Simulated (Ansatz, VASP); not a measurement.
CuO (Tenorite): VASP beside Ansatz

INCAR

```
PREC     = Accurate       # precision mode
ENCUT    = 600            # plane-wave cutoff, eV
EDIFF    = 1E-7           # SCF threshold, eV
ISMEAR   = -1             # smearing method
SIGMA    = 0.05           # smearing width, eV
LREAL    = F              # projectors in reciprocal space
LASPH    = T              # aspherical terms in the spheres
NELM     = 100            # most SCF steps
ALGO     = Normal         # electronic algorithm
ISIF     = 3              # what is computed and relaxed
LWAVE    = F              # write WAVECAR
LCHARG   = F              # write CHGCAR
GGA      = PE             # functional
IBRION   = 2              # ionic algorithm
NSW      = 60             # ionic steps
EDIFFG   = -0.005         # ionic threshold
```

The input KPOINTS:

```
Automatic mesh
0
Gamma
  10 10 5
```

Contents of POSCAR:

```
CuO
1.0
    2.3446500000     -1.7134000000      0.0000000000
    2.3446500000      1.7134000000      0.0000000000
   -0.8605543552      0.0000000000      5.0594363927
Cu O
2 2
Direct
    0.4968000000      0.0032000000      0.5000000000
    0.0032000000      0.4968000000      0.0000000000
    0.4056000000      0.5714000000      0.7537000000
    0.5714000000      0.4056000000      0.2537000000
```

input.yaml

```yaml
crystal:
  lattice:
    - [2.34465, -1.7134, 0.0]
    - [2.34465, 1.7134, 0.0]
    - [-0.8605543552, 0.0, 5.0594363927]
  atoms:
    - { symbol: Cu, position: [0.4968, 0.0032, 0.5] }
    - { symbol: Cu, position: [0.0032, 0.4968, 0.0] }
    - { symbol: O, position: [0.4056, 0.5714, 0.7537] }
    - { symbol: O, position: [0.5714, 0.4056, 0.2537] }
hamiltonian:
  xc: pbe
  pseudopotentials: { kind: paw }
kpoints:
  mp_grid: { grid: [10, 10, 5] }
scf:
  occupations: { method: fermi_dirac, width: 0.05 }
output:
  forces: true
  stress: true
  eigenvalues: true
relax:
  f_tol: 0.01
  max_steps: 40
  cell: { stress_tol: 0.05 }
```

Alike in both runs: task relaxation of cell and atoms; functional PBE; k mesh 10 × 10 × 5; occupations fermi-dirac, width 0.05 eV; no spin polarisation.

|  | VASP | Ansatz |
| --- | --- | --- |
| version | VASP 6.6.1 | Ansatz 0.2.0 |
| potentials or method | VASP PAW PBE potentials, release 64 (Cu_pv, O) | Ansatz PAW |
| plane-wave cutoff (eV) | 600 | 420 |
| valence electrons in the cell | 46 | 50 |

VASP gave:

```
gap on the k mesh at the Fermi level, each at its own relaxed structure (eV) : none
relaxed volume (Å³/atom)                                                     : 11.12
relaxed cell length with the largest relative difference (Å)                 : 2.941
energy change over the relaxation (meV/atom)                                 : -49
```

Question: What did Ansatz give for the same quantities?

Answer: gap on the k mesh at the Fermi level, each at its own relaxed structure (eV): none; relaxed volume (Å³/atom): 11.20; relaxed cell length with the largest relative difference (Å): 2.950; energy change over the relaxation (meV/atom): -64.

A gap of «none» marks a metal or a gap that the smearing closes. The two sets of potentials don't hold the same shells in valence.

Caveats: the run has no spin polarisation, though such a crystal can be magnetic; semilocal functionals often make such compounds metallic where correlation or magnetic order opens a gap, which also shifts bond lengths; the plane-wave basis is chosen anew once the cell has moved, so the energies of steps on either side of that aren't comparable (Ansatz); the pressure holds a Pulay correction of +0.6 GPa for the finite cutoff (Ansatz). With open d or f shells a metallic result of PBE can be an artefact of self-interaction; +U or a hybrid may open a gap. Zero-point motion and thermal expansion aren't in these numbers.
